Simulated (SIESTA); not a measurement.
Runs of SIESTA 5.4.2 on MoSe4. The cell holds a slab with vacuum, 5 atoms: a = 3.320 Å, b = 3.320 Å, c = 46.875 Å, α = 90.00°, β = 90.00°, γ = 120.00°. 

```tsv
potentials or basis	gap on the mesh (eV)	largest force (eV/Å)
Ansatz (PBE files), DZP (energy shift 0.003 Ry; two zetas on semicore shells)	none	0.99
SPMS 1.0 (PBE files) or PseudoDojo by element, DZP (energy shift 0.003 Ry; two zetas on semicore shells)	none	(a)
SG15 1.2 (PBE files) or PseudoDojo by element, DZP (energy shift 0.003 Ry; two zetas on semicore shells)	none	0.64
PseudoDojo 0.4 standard (PBE files), DZP (energy shift 0.003 Ry; two zetas on semicore shells)	none	1.03
PseudoDojo 0.5 standard (PBE files), DZP (energy shift 0.003 Ry; two zetas on semicore shells)	none	1.03
```

Alike in all rows: task single point; level PBE; no spin polarisation; cell as given; k mesh 9 × 9 × 1; smearing fermi-dirac 0.05 eV; grid cutoff 800 Ry; energy shift 0.003 Ry.

**Question.** Estimate the missing entries.

**Answer.** (a) 1.08.

Caveats: the basis of atomic orbitals isn't converged, which shifts pressures, moduli and gaps.

A k mesh can miss the band edges, and the runs leave out spin-orbit coupling on Mo, Se.

A gap of «none» marks a metal or a gap under the smearing width.

The runs don't all hold the same shells in valence.
